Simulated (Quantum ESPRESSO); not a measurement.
ZnS (Wurtzite-2H) under changes of volume

One of the cells (19.603 Å³/atom); the others are scaled copies at fixed shape and fractional positions:

```
CELL_PARAMETERS angstrom
3.81100 0.00000 0.00000
-1.90550 3.30042 0.00000
0.00000 0.00000 6.23400
ATOMIC_POSITIONS crystal
Zn 0.66667 0.33333 0.50000
Zn 0.33333 0.66667 0.00000
S 0.66667 0.33333 0.88500
S 0.33333 0.66667 0.38500
```

```yaml
Program: Quantum ESPRESSO 7.5
Functional: r2SCAN
Potentials_or_basis: SG15 PBE 1.2
Cutoff: 952 eV
Density_cutoff: 3810 eV
k_mesh: 4 × 4 × 3
Occupations: fermi-dirac, width 0.05 eV
Spin: no spin polarisation
```

```tsv
volume (Å³/atom)	energy over the lowest point (meV/atom)	pressure (GPa)	gap on the mesh (eV)
18.427	28.02	6.6	3.06
18.819	14.14	4.5	2.96
19.211	?	?	?
19.603	0.59	0.9	2.76
19.995	0.00	-0.6	2.66
20.387	2.97	-2.0	2.57
20.779	9.16	-3.2	2.48
```

Problem. What does the run at 19.211 Å³/atom give?

Solution. Energy over the lowest point 5.16 meV/atom; pressure 2.6 GPa; gap on the mesh 2.86 eV.

Worked out: A Birch-Murnaghan fit of order 3 (a polynomial in V^(-2/3)) to the other rows has its minimum at 19.86 Å³/atom with B0 = V·E''(V) = 77 GPa and B' = 4.3 at fixed shape and positions, which overstates the stiffness. It gives 5.16 meV/atom at 19.211 Å³/atom, against the run's 5.16, and -dE/dV = 2.7 GPa, against 2.6. A straight line through the other rows of the gap, of slope -4.85 eV per unit of ln V (its deformation potential), gives 2.86 eV, against the run's 2.86.

Energies are extrapolated to zero smearing.

Caveats: all runs use coarse meshes; the potentials were made for another functional, which shifts forces and pressure.
